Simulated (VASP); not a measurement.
# KCl (Fm-3m) in VASP: notebook

KCl is run at these levels: PBE, LDA; tasks: single point.

All numbers are computed with VASP 6.6.1; they aren't measurements. Logs are shortened: lines on timing, memory, paths and dates and some standing lists are left out, and cuts for length are marked.

**Measured values to compare with.**

From a printed reference work, monograph, for a bulk crystal of KCl: band gap 8.68 eV.

How close the calculation comes is told below.

**1. The cell of the first run**

Symmetry: Fm-3m, No. 225, cubic system. The conventional cell has a = 6.184 Å, b = 6.184 Å, c = 6.184 Å, α = 90.00°, β = 90.00°, γ = 90.00°. Within 4.1 Å of K (site symmetry m-3m) lie 6 Cl at 3.09 Å. Cl (site symmetry m-3m) has 6 K at 3.09 Å within 4.1 Å.

**2. Single point, PBE**

Input file INCAR:

```
SYSTEM = KCl
ALGO     = Normal         ! electronic algorithm
EDIFF    = 1E-6           ! SCF threshold, eV
ENCUT    = 520            ! plane-wave cutoff, eV
GGA      = PE             ! functional
ISIF     = 2              ! what is computed and relaxed
ISMEAR   = -1             ! smearing method
LASPH    = .True.         ! aspherical terms in the spheres
LCHARG   = .False.        ! write CHGCAR
LREAL    = .False.        ! projectors in reciprocal space
LWAVE    = .False.        ! write WAVECAR
NBANDS   = 15             ! bands
NELM     = 100            ! most SCF steps
PREC     = Accurate       ! precision mode
SIGMA    = 0.03           ! smearing width, eV
```

Input file KPOINTS:

```
k-points
0
Gamma
  7 7 7
  0 0 0
```

Input file POSCAR:

```
KCl
1.0
    0.0000000000      3.0922197893      3.0922197893
    3.0922197893      0.0000000000      3.0922197893
    3.0922197893      3.0922197893      0.0000000000
K Cl
1 1
Direct
    0.0000000000      0.0000000000      0.0000000000
    0.5000000000      0.5000000000      0.5000000000
```

Potentials or basis: VASP PAW PBE potentials, release 64 (K_sv, Cl).

The run is started by

```bash
> cat potpaw_PBE.64/K_sv/POTCAR potpaw_PBE.64/Cl/POTCAR > POTCAR
> mpirun -np 1 vasp_std > vasp.out
```

OUTCAR:

```text
SYSTEM = KCl
   EDIFF = 1E-6
   ENCUT = 520
   GGA = PE
   ISIF = 2
   ISMEAR = -1
   LASPH = .True.
   LREAL = .False.
   NELM = 100
   PREC = Accurate

 ion  position               nearest neighbor table
   1  0.000  0.000  0.000-   2 3.09   2 3.09   2 3.09   2 3.09   2 3.09   2 3.09
   2  0.500  0.500  0.500-   1 3.09   1 3.09   1 3.09   1 3.09   1 3.09   1 3.09

  LATTYP: Found a face centered cubic cell.
 ALAT       =     6.1844395786

  Lattice vectors:

 A1 = (   0.0000000000,   3.0922197893,   3.0922197893)
 A2 = (   3.0922197893,   0.0000000000,   3.0922197893)
 A3 = (   3.0922197893,   3.0922197893,   0.0000000000)

Analysis of symmetry for initial positions (statically):
=====================================================================
 Subroutine PRICEL returns:
 Original cell was already a primitive cell.

 Routine SETGRP: Setting up the symmetry group for a
 face centered cubic supercell.

 Subroutine GETGRP returns: Found 48 space group operations
 (whereof 48 operations were pure point group operations)
 out of a pool of 48 trial point group operations.

The static configuration has the point symmetry O_h .

Analysis of symmetry for dynamics (positions and initial velocities):
=====================================================================
 Subroutine PRICEL returns:
 Original cell was already a primitive cell.

 Routine SETGRP: Setting up the symmetry group for a
 face centered cubic supercell.

 Subroutine GETGRP returns: Found 48 space group operations
 (whereof 48 operations were pure point group operations)
 out of a pool of 48 trial point group operations.

The dynamic configuration has the point symmetry O_h .

 Subroutine INISYM returns: Found 48 space group operations
 (whereof 48 operations are pure point group operations),
 and found     1 'primitive' translations

----------------------------------------------------------------------------------------

                                     Primitive cell

  volume of cell :      59.1345

  direct lattice vectors                    reciprocal lattice vectors
     0.000000000  3.092219789  3.092219789    -0.161696139  0.161696139  0.161696139
     3.092219789  0.000000000  3.092219789     0.161696139 -0.161696139  0.161696139
     3.092219789  3.092219789  0.000000000     0.161696139  0.161696139 -0.161696139

  length of vectors
     4.373059164  4.373059164  4.373059164     0.280065928  0.280065928  0.280065928

  position of ions in fractional coordinates (direct lattice)
[... 84 lines left out ...]
   PSTRESS=    0.0 pullay stress
   NELECT =      16.0000    total number of electrons
   NUPDOWN=      -1.0000    fix difference up-down
   EMIN   =  10.00;   EMAX   =-10.00  energy-range for DOS
   EFERMI =   0.00;   METHOD = LEGACY
   ISMEAR =    -1;   SIGMA  =   0.03  broadening in eV -4-tet -1-fermi 0-gaus
   EFERMI_NEDOS =   21; number of points for ismear=-14 and -15
   IALGO  =     38    algorithm
   IMIX   =      4    mixing-type and parameters
     AMIX     =   0.40;   BMIX     =  1.00
     AMIX_MAG =   1.60;   BMIX_MAG =  1.00
  volume/ion in A,a.u.               =      29.57       199.53
  Fermi-wavevector in a.u.,A,eV,Ry     =   1.058850  2.000937 15.254355  1.121163
  Thomas-Fermi vector in A             =   2.194174
   LORBIT       =      0    0 simple, 1 ext, 2 COOP (PROOUT), +10 PAW based schemes
   GGA     = PE    functional components
   LHFCALC =     F    Hartree Fock is set to
   AEXX    =    0.0000 exact exchange contribution
   IVDW    =     0    specifies the selected vdW correction
   LEPSILON=     F    determine dielectric tensor
   LRPA    =     F    only Hartree local field effects (RPA)
 non-spin polarized calculation
  energy-cutoff  :      520.00
  volume of cell :       59.13
 maximum number of plane-waves:      1639
 NGX is ok and might be reduce to    36

 number of electron      16.0000001 magnetization

 Free energy of the ion-electron system (eV)
  ---------------------------------------------------
  ext. energy  EPLUGINS =         0.00000000
  ---------------------------------------------------
  free energy    TOTEN  =        -6.77641547 eV

  energy without entropy =       -6.77641547  energy(sigma->0) =       -6.77641547

 E-fermi :  -0.9691     XC(G=0):  -7.7550

 val. band max:       -1.6255213950   @ k =   0.0000   0.0000   0.0000
 cond. band min:       3.7470744638   @ k =   0.0000   0.0000   0.0000
 fundamental gap:      5.3725958588
 Fermi energy:        -0.9691444588

 k-point     1 :       0.0000    0.0000    0.0000
  band No.  band energies     occupation
      1     -28.7004      2.00000
      2     -13.8050      2.00000
      3     -12.1620      2.00000
      4     -12.1620      2.00000
      5     -12.1620      2.00000
      6      -1.6255      2.00000
      7      -1.6255      2.00000
      8      -1.6255      2.00000
      9       3.7471      0.00000
     10       6.7788      0.00000
     11       6.7788      0.00000
     12       6.7788      0.00000
     13       7.6847      0.00000
     14       7.6847      0.00000
[... 329 lines left out ...]
      2     -13.8179      2.00000
      3     -12.2903      2.00000
      4     -12.2463      2.00000
      5     -12.0592      2.00000
      6      -2.2563      2.00000
      7      -2.1598      2.00000
      8      -2.0208      2.00000
      9       6.1606      0.00000
     10       6.9136      0.00000
     11       8.1579      0.00000
     12       8.5248      0.00000
     13       9.9564      0.00000
     14      10.0921      0.00000
     15      11.0204      0.00000

------------------------ aborting loop because EDIFF is reached ----------------------------------------

  FORCE on cell =-STRESS in cart. coord.  units (eV):
  Direction    XX          YY          ZZ          XY          YZ          ZX
  --------------------------------------------------------------------------------------
  -------------------------------------------------------------------------------------
  Total        0.7254714      0.7254714      0.7254714     -0.0000000     -0.0000000      0.0000000
  in kB       19.6557589     19.6557589     19.6557589     -0.0000000     -0.0000000      0.0000000
  external PRESSURE =      19.6557589 kB  Pullay stress =       0.0000000 kB

 VOLUME and BASIS-vectors are now :
 -----------------------------------------------------------------------------
  energy-cutoff  :      520.00
  volume of cell :       59.13
      direct lattice vectors                 reciprocal lattice vectors
     0.000000000  3.092219789  3.092219789    -0.161696139  0.161696139  0.161696139
     3.092219789  0.000000000  3.092219789     0.161696139 -0.161696139  0.161696139
     3.092219789  3.092219789  0.000000000     0.161696139  0.161696139 -0.161696139

 POSITION                                       TOTAL-FORCE (eV/Angst)
 -----------------------------------------------------------------------------------
      0.00000      0.00000      0.00000        -0.000000     -0.000000     -0.000000
      3.09222      3.09222      3.09222         0.000000      0.000000      0.000000
 -----------------------------------------------------------------------------------
    total drift:                                0.000000      0.000000      0.000000

  FREE ENERGIE OF THE ION-ELECTRON SYSTEM (eV)
  ---------------------------------------------------
  free  energy   TOTEN  =        -6.7764154699 eV

  energy  without entropy=       -6.7764154699  energy(sigma->0) =       -6.77641547
```

stdout:

```text
POSCAR found type information on POSCAR K Cl
 POSCAR found :  2 types and       2 ions
 scaLAPACK will be used
 LDA part: xc-table for (Slater+PW92), standard interpolation
 POSCAR, INCAR and KPOINTS ok, starting setup
 FFT: planning ... GRIDC
 FFT: planning ... GRID_SOFT
 FFT: planning ... GRID
 WAVECAR not read
 entering main loop
```

Wall time 21 s (1 thread of Intel Xeon Platinum 8259CL at 2.50GHz (Skylake/Cascade Lake), shared host); peak memory 0.2 GiB.

Results:

| Quantity | Value |
| --- | --- |
| Free energy | -6.7764 eV |
| Pressure | 2.0 GPa |
| Band gap on the k mesh | 5.37 eV, direct |

Levels at points of the mesh, in eV from the valence-band top:
| k point | band 5 | band 6 | band 7 | band 8 | band 9 | band 10 | band 11 | band 12 |
| --- | --- | --- | --- | --- | --- | --- | --- | --- |
| (0.00, 0.00, 0.00) | -10.54 | 0.00 | 0.00 | 0.00 | 5.37 | 8.40 | 8.40 | 8.40 |

**3. Single point, PBE, collinear spin, zero start**

Input file INCAR:

```
SYSTEM = KCl
ALGO = Normal ; EDIFF = 1E-6
ENCUT = 520 ; GGA = PE
ISIF = 2 ; ISMEAR = -1
ISPIN = 2 ; ISYM = 0
LASPH = .TRUE. ; LCHARG = .FALSE.
LORBIT = 11 ; LREAL = .FALSE.
LWAVE = .FALSE. ; MAGMOM = 0 0
NBANDS = 19 ; NELM = 150
PREC = Accurate ; SIGMA = 0.03
```

Input file KPOINTS:

```
k-points
0
G
  7 7 7
  0 0 0
```

POSCAR is that of step 2.

Potentials or basis: VASP PAW PBE potentials, release 64 (K_sv, Cl).

The run is started by

```bash
> cat potpaw_PBE.64/K_sv/POTCAR potpaw_PBE.64/Cl/POTCAR > POTCAR
> mpirun -np 1 vasp_std > vasp.out
```

OUTCAR:

```text
SYSTEM = KCl
   EDIFF = 1E-6
   ENCUT = 520
   GGA = PE
   ISIF = 2
   ISMEAR = -1
   ISPIN = 2
   ISYM = 0
   LASPH = .TRUE.
   LORBIT = 11
   LREAL = .FALSE.
   NELM = 150
   PREC = Accurate

 ion  position               nearest neighbor table
   1  0.000  0.000  0.000-   2 3.09   2 3.09   2 3.09   2 3.09   2 3.09   2 3.09
   2  0.500  0.500  0.500-   1 3.09   1 3.09   1 3.09   1 3.09   1 3.09   1 3.09

IMPORTANT INFORMATION: All symmetrisations will be switched off!
NOSYMM: (Re-)initialisation of all symmetry stuff for point group C_1.

----------------------------------------------------------------------------------------

                                     Primitive cell

  volume of cell :      59.1345

  direct lattice vectors                    reciprocal lattice vectors
     0.000000000  3.092219789  3.092219789    -0.161696139  0.161696139  0.161696139
     3.092219789  0.000000000  3.092219789     0.161696139 -0.161696139  0.161696139
     3.092219789  3.092219789  0.000000000     0.161696139  0.161696139 -0.161696139

  length of vectors
[... 1202 lines left out ...]

------------------------ aborting loop because EDIFF is reached ----------------------------------------

  FORCE on cell =-STRESS in cart. coord.  units (eV):
  Direction    XX          YY          ZZ          XY          YZ          ZX
  --------------------------------------------------------------------------------------
  -------------------------------------------------------------------------------------
  Total        0.7268577      0.7268603      0.7268593     -0.0000005      0.0000006      0.0000008
  in kB       19.6933203     19.6933903     19.6933631     -0.0000140      0.0000163      0.0000219
  external PRESSURE =      19.6933579 kB  Pullay stress =       0.0000000 kB

 VOLUME and BASIS-vectors are now :
 -----------------------------------------------------------------------------
  energy-cutoff  :      520.00
  volume of cell :       59.13
      direct lattice vectors                 reciprocal lattice vectors
     0.000000000  3.092219789  3.092219789    -0.161696139  0.161696139  0.161696139
     3.092219789  0.000000000  3.092219789     0.161696139 -0.161696139  0.161696139
     3.092219789  3.092219789  0.000000000     0.161696139  0.161696139 -0.161696139

 POSITION                                       TOTAL-FORCE (eV/Angst)
 -----------------------------------------------------------------------------------
      0.00000      0.00000      0.00000        -0.000001      0.000001      0.000001
      3.09222      3.09222      3.09222         0.000001     -0.000001     -0.000001
 -----------------------------------------------------------------------------------
    total drift:                                0.000001     -0.000002     -0.000004

  FREE ENERGIE OF THE ION-ELECTRON SYSTEM (eV)
  ---------------------------------------------------
  free  energy   TOTEN  =        -6.7764153390 eV

  energy  without entropy=       -6.7764153390  energy(sigma->0) =       -6.77641534

 total charge

# of ion       s       p       d       tot
------------------------------------------
    1        1.959   5.587   0.029   7.575
    2        1.589   3.581   0.000   5.170
--------------------------------------------------
tot          3.547   9.168   0.029  12.745

 magnetization (x)

# of ion       s       p       d       tot
------------------------------------------
    1        0.000  -0.000   0.000  -0.000
    2        0.000  -0.000   0.000  -0.000
--------------------------------------------------
tot          0.000  -0.000   0.000  -0.000
```

stdout:

```text
POSCAR found type information on POSCAR K Cl
 POSCAR found :  2 types and       2 ions
 scaLAPACK will be used
 LDA part: xc-table for (Slater+PW92), standard interpolation
 POSCAR, INCAR and KPOINTS ok, starting setup
 FFT: planning ... GRIDC
 FFT: planning ... GRID_SOFT
 FFT: planning ... GRID
 WAVECAR not read
 entering main loop
```

Run time: 3.3 min. Hardware: 1 thread of Intel Xeon Platinum 8488C (Sapphire Rapids), shared host; peak memory 0.43 GiB.

Results:

```yaml
Free_energy: -6.7764 eV
Pressure: 2.0 GPa
Band_gap_on_the_k_mesh: 5.37 eV, direct
Net_moment: 0.00 μB per cell
Valence_electrons_inside_the_program's_atomic_spheres: K 7.58; Cl 5.17
```

Levels at points of the mesh, in eV from the valence-band top:
Spin up:
```csv
k point,band 4,band 5,band 6,band 7,band 8,band 9,band 10,band 11,band 12,band 13
"(0.00, 0.00, 0.00)",-10.54,-10.54,0.00,0.00,0.00,5.37,8.40,8.40,8.40,9.31
```
Spin down:
| k point | band 5 | band 6 | band 7 | band 8 | band 9 | band 10 | band 11 | band 12 |
| --- | --- | --- | --- | --- | --- | --- | --- | --- |
| (0.00, 0.00, 0.00) | -10.54 | 0.00 | 0.00 | 0.00 | 5.37 | 8.40 | 8.40 | 8.40 |

**4. Single point, LDA**

This run uses another cell than the first one, of 31.44 Å³/atom, 1.063 times its volume.

Input file INCAR:

```
ALGO = Normal ; EDIFF = 1E-6
ENCUT = 520 ; ISIF = 2
ISMEAR = -1 ; LASPH = True
LCHARG = False ; LREAL = False
LWAVE = False ; NBANDS = 15
NELM = 60 ; PREC = Accurate
SIGMA = 0.03
```

Input file KPOINTS:

```
k-points
0
Gamma
  7 7 7
```

Input file POSCAR:

```
KCl
1.0
    0.0000000000      3.1561000000      3.1561000000
    3.1561000000      0.0000000000      3.1561000000
    3.1561000000      3.1561000000      0.0000000000
K Cl
1 1
Direct
    0.0000000000      0.0000000000      0.0000000000
    0.5000000000      0.5000000000      0.5000000000
```

Potentials or basis: VASP PAW LDA potentials, release 64 (K_sv, Cl).

The run is started by

```bash
> cat potpaw_LDA.64/K_sv/POTCAR potpaw_LDA.64/Cl/POTCAR > POTCAR
> mpirun -np 1 vasp_std > vasp.out
```

Wall time 11 s (1 thread of Intel Xeon 6975P-C, shared host); peak memory 0.18 GiB.

It converged, with:

* Free energy: -7.3629 eV
* Pressure: -2.0 GPa
* Band gap on the k mesh: 4.72 eV, direct

Levels at points of the mesh, in eV from the valence-band top:
| k point | band 6 | band 7 | band 8 | band 9 | band 10 | band 11 |
| --- | --- | --- | --- | --- | --- | --- |
| (0.00, 0.00, 0.00) | 0.00 | 0.00 | 0.00 | 4.72 | 8.08 | 8.08 |

**5. Single point, PBE**

This run uses another cell than the first one, of 31.44 Å³/atom, 1.063 times its volume.

Input file INCAR:

```
SYSTEM = KCl
PREC = Accurate
ENCUT = 520
EDIFF = 1E-7
ISMEAR = -1
SIGMA = 0.03
LREAL = .FALSE.
LASPH = .TRUE.
NELM = 100
ALGO = Normal
ISIF = 2
LWAVE = .FALSE.
LCHARG = .TRUE.
GGA = PE
LELF = .TRUE.
LVHAR = .TRUE.
NBANDS = 15
```

Input file KPOINTS:

```
Automatic mesh
0
G
  7 7 7
  0 0 0
```

POSCAR is that of step 4.

Potentials or basis: VASP PAW PBE potentials, release 64 (K_sv, Cl).

The run is started by

```bash
> cat potpaw_PBE.64/K_sv/POTCAR potpaw_PBE.64/Cl/POTCAR > POTCAR
> mpirun -np 1 vasp_std > vasp.out
```

Run time: 14 s. Hardware: 1 thread of Intel Xeon 6975P-C, shared host; peak memory 0.21 GiB.

The run converged. Its results:

```yaml
Free_energy: -6.8065 eV
Pressure: 0.6 GPa
Band_gap_on_the_k_mesh: 5.16 eV, direct
```

Levels at points of the mesh, in eV from the valence-band top:
```tsv
k point	band 6	band 7	band 8	band 9	band 10	band 11
(0.00, 0.00, 0.00)	0.00	0.00	0.00	5.16	8.38	8.38
```

**6. Overview**

```csv
level,potentials or basis,spin,cell,gap on the mesh (eV),pressure (GPa)
PBE,"VASP PAW PBE potentials, release 64 (K_sv, Cl)",off,"a = 4.373 Å, angles 60.0°, 2 atoms",5.37,2.0
PBE,"VASP PAW PBE potentials, release 64 (K_sv, Cl)","collinear, zero start","a = 4.373 Å, angles 60.0°, 2 atoms",5.37,2.0
LDA,"VASP PAW LDA potentials, release 64 (K_sv, Cl)",off,"a = 4.463 Å, angles 60.0°, 2 atoms",4.72,-2.0
PBE,"VASP PAW PBE potentials, release 64 (K_sv, Cl)",off,"a = 4.463 Å, angles 60.0°, 2 atoms",5.16,0.6
```

Alike in all rows: task single point; k mesh 7 × 7 × 7; cutoff (eV) 520; smearing fermi-dirac 0.03 eV.

Absolute energies hang on the potentials; compare differences alone.

**7. Against experiment**

Step 3. A measured gap of KCl is 8.68 eV (a printed reference work, monograph); the calculated 5.37 eV misses it by -3.31 eV. The value is that of PBE, without temperature or zero-point motion. Semilocal functionals fall short of measured gaps as a rule.

Step 4. Measured gap of KCl: 8.68 eV (a printed reference work, monograph). This calculation gives 4.72 eV (-3.96 eV). The value is that of LDA on a finite k mesh, which can miss the band edges, without temperature or zero-point motion. Semilocal functionals fall short of measured gaps as a rule.

Step 5. Against the measured gap of KCl, 8.68 eV (a printed reference work, monograph), the calculated 5.16 eV is off by -3.52 eV. The value is that of PBE on a finite k mesh, which can miss the band edges, without temperature or zero-point motion. Semilocal functionals fall short of measured gaps as a rule.
